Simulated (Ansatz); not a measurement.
Crystal: HfC.

```
Hf C
1.0
    -1.39667    2.49718    1.84734
     1.39667   -2.49718    1.84734
     1.39667    2.49718   -1.84734
Hf C
1 1
Direct
  0.98471 0.98471 0.00000
  0.67945 0.17945 0.50000
```

The cell was built by a generator and needn't be a form met in nature.

Base run:

```yaml
Program: Ansatz 0.2.0
Functional: PBEsol
Potentials_or_basis: Ansatz PAW
Cutoff: "420 eV (not typed: the program's choice for these potentials)"
k_mesh: 12 × 12 × 12
Occupations: fermi-dirac, width 0.05 eV
Spin: no spin polarisation
```

Its results: band gap on the k mesh 0.33 eV, indirect (least direct gap 0.84 eV); pressure 60.0 GPa; largest force 11.265 eV/Å.

After a change of settings the same cell gave: band gap on the k mesh 0.60 eV, indirect (least direct gap 1.04 eV); pressure 64.4 GPa; largest force 11.274 eV/Å. Which change was it?
A. functional from PBEsol to BLYP
B. functional from PBEsol to r2SCAN; cutoff from 420 eV (not typed: the program's choice for these potentials) to 500 eV (not typed: the program's choice for these potentials)
C. functional from PBEsol to PBE; occupations from fermi-dirac, width 0.05 eV to gaussian, width 0.021 eV

B.

r2SCAN gives the wider gap, since meta-GGAs in the generalised Kohn-Sham scheme recover part of the derivative discontinuity.

Caveats: a pressure of tens of GPa on the cell as given is suspect, and the run, the potentials or the cell itself is likely at fault; spin-orbit coupling is left out, which moves the levels of the heavy elements; the PAW data sets come from PBE, with cores solved anew for the run's functional, which leaves a small shift of forces and pressure; forces of over 1 eV/Å show positions far from the minimum, so gaps and moduli don't describe the material at rest.
